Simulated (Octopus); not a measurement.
# ZrN (Fm-3m) in Octopus: reference runs

Aim: a first look at ZrN with PBEsol, on the cell as given.

All numbers are computed with Octopus 16.4; they aren't measurements. Logs are shortened: lines on timing, memory, paths and dates and some standing lists are left out, and cuts for length are marked.

### Step 1. Starting point

It takes space group Fm-3m (No. 225, cubic). The conventional cell has a = 4.600 Å, b = 4.600 Å, c = 4.600 Å, α = 90.00°, β = 90.00°, γ = 90.00°. Zr (site symmetry m-3m) has 6 N at 2.30 Å as nearest neighbours. Around N (site symmetry m-3m) lie 6 Zr at 2.30 Å.

### Step 2. Single point, PBEsol

inp

```
CalculationMode = gs
UnitsOutput = eV_Angstrom
PeriodicDimensions = 3
ExperimentalFeatures = yes
PseudopotentialSet = pseudodojo_pbesol
%LatticeParameters
 1*angstrom | 1*angstrom | 1*angstrom
%
%LatticeVectors
 0 | 2.3 | 2.3
 2.3 | 0 | 2.3
 2.3 | 2.3 | 0
%
%ReducedCoordinates
 "Zr" | 0.5 | 0.5 | 0.5
 "N" | 0 | 0 | 0
%
%Spacing
 0.13010765*angstrom | 0.13010765*angstrom | 0.13010765*angstrom
%
DerivativesOrder = 8
%KPointsGrid
 10 | 10 | 10
%
KPointsUseSymmetries = yes
XCFunctional = gga_x_pbe_sol + gga_c_pbe_sol
SmearingFunction = fermi_dirac
Smearing = 0.05*eV
ExtraStates = 8
Eigensolver = chebyshev_filter
ConvRelDens = 3e-7
MaximumIter = 120
```

Potentials or basis: pseudodojo_pbesol (PseudoDojo 0.4, PBEsol).

On the command line:

```
$ OMP_NUM_THREADS=1 octopus > out.log
```

out.log:

```text
Running octopus

[... 13 lines left out ...]

Input: [AllElectronType = no]
Input: [PseudopotentialSet = pseudodojo_pbesol]
Reading Coordinates from ReducedCoordinates block

****************************** Species *******************************
  Species 'Zr'
    type             : pseudopotential
    file             : 'Zr.upf'
    file format      : UPF2
    valence charge   : 12.0
    atomic number    :  40
    form on file     : kleinman-bylander
    lmax             : 2
    llocal           : -1
    projectors per l : 2
    total projectors : 6
    application form : kleinman-bylander
    orbitals         : 10
    bound orbitals   : 10

  Species 'N'
    type             : pseudopotential
    file             : 'N.upf'
    file format      : UPF2
    valence charge   : 5.0
    atomic number    :   7
    form on file     : kleinman-bylander
    lmax             : 1
    llocal           : -1
    projectors per l : 2
    total projectors : 4
    application form : kleinman-bylander
    orbitals         :  4
    bound orbitals   :  4

**********************************************************************

***************************** Symmetries *****************************
Space group No.  225
International: Fm-3m
Schoenflies: Oh^5
Info: The system has    48 symmorphic symmetries that can be used.
  Index                Rotation matrix                      Fractional translations
    1 :     1   0   0     0   1   0     0   0   1      0.000000    0.000000    0.000000
    2 :    -1   0   0     0  -1   0     0   0  -1      0.000000    0.000000    0.000000
    3 :     1   0  -1     1   0   0     1  -1   0      0.000000    0.000000    0.000000
    4 :    -1   0   1    -1   0   0    -1   1   0      0.000000    0.000000    0.000000
    5 :     0   1  -1     1   0  -1     0   0  -1      0.000000    0.000000    0.000000
    6 :     0  -1   1    -1   0   1     0   0   1      0.000000    0.000000    0.000000
[... 40 lines left out ...]
   47 :     0   1  -1    -1   1   0     0   1   0      0.000000    0.000000    0.000000
   48 :     0  -1   1     1  -1   0     0  -1   0      0.000000    0.000000    0.000000
Info: The system also has     0 nonsymmorphic symmetries (not used for electrons).
**********************************************************************

Input: [CurvMethod = curv_affine]
Input: [DerivativesStencil = stencil_stargeneral]

****************************** Lattice *******************************
  Lattice Vectors [A]
    0.000000    2.300000    2.300000
    2.300000    0.000000    2.300000
    2.300000    2.300000    0.000000
  Cell volume =            24.3340 [A^3]
  Reciprocal-Lattice Vectors [A^-1]
   -1.365910    1.365910    1.365910
    1.365910   -1.365910    1.365910
    1.365910    1.365910   -1.365910
  Cell angles [degree]
    alpha =   60.000
    beta  =   60.000
    gamma =   60.000
**********************************************************************

Checking if the generated full k-point grid is symmetric

    47 k-points generated from parameters :
 ---------------------------------------------------
    n =   10   10   10

    s1  =  0.00  0.00  0.00

   index |      weight  |             coordinates              |
       1 |     0.001000 |    0.000000    0.000000    0.000000  |
       2 |     0.008000 |    0.100000    0.000000    0.000000  |
       3 |     0.006000 |    0.100000    0.100000    0.000000  |
       4 |     0.012000 |   -0.100000    0.100000    0.000000  |
       5 |     0.024000 |   -0.100000    0.100000    0.100000  |
       6 |     0.008000 |    0.200000    0.000000    0.000000  |
[... 39 lines left out ...]
      46 |     0.012000 |   -0.400000    0.500000    0.100000  |
      47 |     0.003000 |    0.500000    0.500000    0.000000  |

Input: [SmearingFunction = fermi_dirac]
Input: [SymmetrizeDensity = yes]

******************************* States *******************************
Total electronic charge  =       17.000
Number of states         =       17
States block-size        =        4
**********************************************************************
[... 5 lines left out ...]
Simulation Box:
  Type = parallelepiped
  Lengths [A] = (   3.253,   3.253,   3.253)
Main mesh:
  Spacing [A] = ( 0.130, 0.130, 0.130)    volume/point [A^3] =      0.00156
  # inner mesh =      15625
  # total mesh =      55889
  Grid Cutoff [eV] =  2221.349990    Grid Cutoff [Ry] =   163.266227
**********************************************************************

Input: [StatesPack = yes]
Input: [StatesOrthogonalization = cholesky_serial]

**************************** Theory Level ****************************
Input: [TheoryLevel = kohn_sham]

Exchange-correlation:
  Exchange
    Perdew, Burke & Ernzerhof SOL (GGA)
    [1] J. P. Perdew, A. Ruzsinszky, G. I. Csonka, O. A. Vydrov, G. E. Scuseria, L. A. Constantin, X. Zhou, and K. Burke.,  Phys. Rev. Lett. 100, 136406 (2008)
  Correlation
    Perdew, Burke & Ernzerhof SOL (GGA)
    [1] J. P. Perdew, A. Ruzsinszky, G. I. Csonka, O. A. Vydrov, G. E. Scuseria, L. A. Constantin, X. Zhou, and K. Burke.,  Phys. Rev. Lett. 100, 136406 (2008)

**********************************************************************
[... 5 lines left out ...]
**********************************************************************

Info: FFT grid dimensions       = 25 x 25 x 25
      Total grid size           = 15625 (      0.1 MiB )
      Inefficient FFT grid. A better grid would be: 28 28 28
Input: [FilterPotentials = filter_TS]
Info: Pseudopotential for Zr
  Radii for localized parts:
    local part     =  1.2 A
    non-local part =  1.2 A
    orbitals       =  6.2 A

Info: Pseudopotential for N
  Radii for localized parts:
    local part     =  1.2 A
    non-local part =  1.0 A
    orbitals       =  4.2 A

Input: [RelativisticCorrection = non_relativistic]
[... 11 lines left out ...]
      Block       2 contains       4 states:       5 -       8
      Block       3 contains       4 states:       9 -      12
      Block       4 contains       4 states:      13 -      16
      Block       5 contains       1 states:      17 -      17
Info: Ground-state allocation done.
Info: Could not find 'restart/gs' directory for restart.
[... 18 lines left out ...]
** Warning:
**   Cannot do LCAO for all states because there are not enough atomic orbitals.
**   Required: 17. Available: 14. 3 orbitals will be randomized.

Info: Unnormalized total charge =     17.005469
Info: Renormalized total charge =     17.000000
Info: Setting up Hamiltonian.
Info: Performing initial LCAO calculation with     14 orbitals.
Info: Getting Hamiltonian matrix elements.

Eigenvalues [eV]
 #st  Spin   Eigenvalue      Occupation
#k =       1, k = (  0.000000,  0.000000,  0.000000)
   1   --   -37.503429       2.000000
   2   --   -15.282751       2.000000
   3   --   -15.282751       2.000000
   4   --   -15.282674       2.000000
   5   --    -7.372596       2.000000
   6   --     6.040114       2.000000
   7   --     6.040114       2.000000
   8   --     6.040816       2.000000
   9   --    11.027827       2.000000
  10   --    11.027827       2.000000
  11   --    11.028073       2.000000
  12   --    13.045050       2.000000
  13   --    13.045050       2.000000
  14   --    13.496867       1.999994
#k =       2, k = (  0.100000,  0.000000,  0.000000)
   1   --   -37.456386       2.000000
   2   --   -15.353730       2.000000
   3   --   -15.282230       2.000000
   4   --   -15.282161       2.000000
   5   --    -7.111296       2.000000
   6   --     5.963784       2.000000
   7   --     6.011327       2.000000
   8   --     6.011933       2.000000
   9   --    11.336465       2.000000
  10   --    11.336686       2.000000
  11   --    11.630253       2.000000
  12   --    13.611468       1.999939
  13   --    13.611486       1.999939
  14   --    14.023190       1.794796
[... 45 further k-points ...]
Fermi energy =    14.131623 eV
Generating random wavefunctions for states       15 and above
Orthogonalizing wavefunctions.
Info: Ground-state restart information will be written to 'restart/gs'.
Info: SCF using complex wavefunctions.
Info: Starting SCF iteration.

** Warning:
**   Symmetrization discrepancy ratio (scalar) =  5.14392E-02

*********************** SCF CYCLE ITER #    1 ************************
 etot  = -1.67255967E+03 abs_ev   =  4.10E+01 rel_ev   =  2.77E-01
 ediff =        6.15E+01 abs_dens =  2.20E+00 rel_dens =  1.30E-01
Matrix vector products: 1175
Converged eigenvectors: 0

#  State  KPoint  Eigenvalue [eV]  Occupation    Error
      1       1      -37.507772    2.000000   ( 3.0E-06)
      1       2      -37.493147    2.000000   ( 4.2E-05)
      1       3      -37.488296    2.000000   ( 6.3E-05)
      1       4      -37.470570    2.000000   ( 7.3E-05)
      1       5      -37.457789    2.000000   ( 1.2E-04)
      1       6      -37.454613    2.000000   ( 7.6E-05)
      1      10      -37.437212    2.000000   ( 1.0E-04)
      1       7      -37.428860    2.000000   ( 6.9E-05)

  [output of 387 eigenvalues skipped: maximum error = 4.5E-02]
[... 21 lines left out ...]
     17       5       33.248920    0.000000   ( 1.2E-01)
     17       2       33.401700    0.000000   ( 1.4E-01)
     17       6       33.563469    0.000000   ( 1.8E-01)
     17       4       33.766581    0.000000   ( 1.4E-01)
     16       1       34.062865    0.000000   ( 8.8E-02)
     17      42       34.645207    0.000000   ( 1.7E-01)
     17       3       35.469214    0.000000   ( 1.5E-01)
     17       1       36.671315    0.000000   ( 1.5E-01)

Density of states:

--------------------%-------------------------------------------------
--------------------%-------------------------------------------------
--------------------%-------------------------------------------------
--------------------%------------------%------------------------------
--------------------%------------------%------------------------------
--------------------%------------------%--------%%--------------------
%-------------------%--------%--------%%--------%%--------------------
%-------------------%%-------%--------%%-------%%%%-------------------
%-------------------%%-------%--------%%%----%%%%%%%%--%-%%-----------
%-------------------%%-------%-------%%%%--%%%%%%%%%%%%%%%%%%%%%%-----
                                             ^

Fermi energy =    10.715513 eV

**********************************************************************

** Warning:
**   Symmetrization discrepancy ratio (scalar) =  5.29656E-02

*********************** SCF CYCLE ITER #    2 ************************
 etot  = -1.65913518E+03 abs_ev   =  3.09E+00 rel_ev   =  2.13E-02
 ediff =        4.93E-01 abs_dens =  1.48E+00 rel_dens =  8.69E-02
Matrix vector products: 1175
Converged eigenvectors: 0

[... levels of this cycle ...]

Fermi energy =    10.652160 eV
[... 135 lines left out ...]
*********************** SCF CYCLE ITER #   14 ************************
 etot  = -1.66189976E+03 abs_ev   =  2.77E-05 rel_ev   =  1.89E-07
 ediff =        2.05E-06 abs_dens =  1.33E-06 rel_dens =  7.80E-08
Matrix vector products: 1175
Converged eigenvectors: 398

#  State  KPoint  Eigenvalue [eV]  Occupation    Error
      1       1      -38.941469    2.000000   ( 9.6E-09)
      1       2      -38.928542    2.000000   ( 1.0E-08)
      1       3      -38.924249    2.000000   ( 1.1E-08)
      1       4      -38.908591    2.000000   ( 9.1E-09)
      1       5      -38.897289    2.000000   ( 9.7E-09)
      1       6      -38.894510    2.000000   ( 9.4E-09)
      1      10      -38.879067    2.000000   ( 1.1E-08)
      1       7      -38.871763    2.000000   ( 9.8E-09)

  [output of 390 eigenvalues skipped: maximum error = 3.3E-08]
[... 21 lines left out ...]
     17       7       29.157495    0.000000   ( 2.0E-02)
     17       4       30.326110    0.000000   ( 2.1E-02)
     16       3       30.685427    0.000000   ( 2.4E-03)
     17       3       30.701529    0.000000   ( 1.8E-02)
     16       2       31.047176    0.000000   ( 1.3E-02)
     17       2       31.707672    0.000000   ( 1.3E-02)
     16       1       32.931938    0.000000   ( 3.3E-03)
     17       1       32.937311    0.000000   ( 1.3E-02)

Density of states:

---------------------%------------------------------------------------
---------------------%------------------------------------------------
---------------------%------------------------------------------------
---------------------%------------------------------------------------
---------------------%------------------------------------------------
---------------------%---------------------%--------------------------
---------------------%---------------------%--------------------------
%--------------------%---------------------%------%%%-----------------
%--------------------%-----------%--------%%-----%%%%%-----%%-%-------
%--------------------%-----------%%------%%%%--%%%%%%%%%%%%%%%%%------
                                                ^

Fermi energy =    10.578112 eV

**********************************************************************

Info: SCF converged in   14 iterations

** Warning:
**   Some of the states are not fully converged!

Info: Number of matrix-vector products:      16450
Info: Finished writing information to 'restart/gs'.

Octopus emitted 17 warnings.
```

Wall time 5 min (1 thread of Arm Neoverse V1, shared host); peak memory 0.84 GiB.

Results:

```
Free energy            : -1661.9060 eV
Band gap on the k mesh : none (metal or under the smearing width)
```

Levels at points of the mesh, in eV from the Fermi level:
```csv
k point,band 7,band 8,band 9,band 10,band 11,band 12
"(0.00, 0.00, 0.00)",-2.66,-2.65,-0.44,-0.44,-0.44,1.53
"(0.50, 0.00, 0.00)",-5.69,-5.69,2.95,3.03,3.03,4.65
"(0.50, 0.50, 0.00)",-3.50,-3.18,-3.18,3.31,4.47,4.47
```
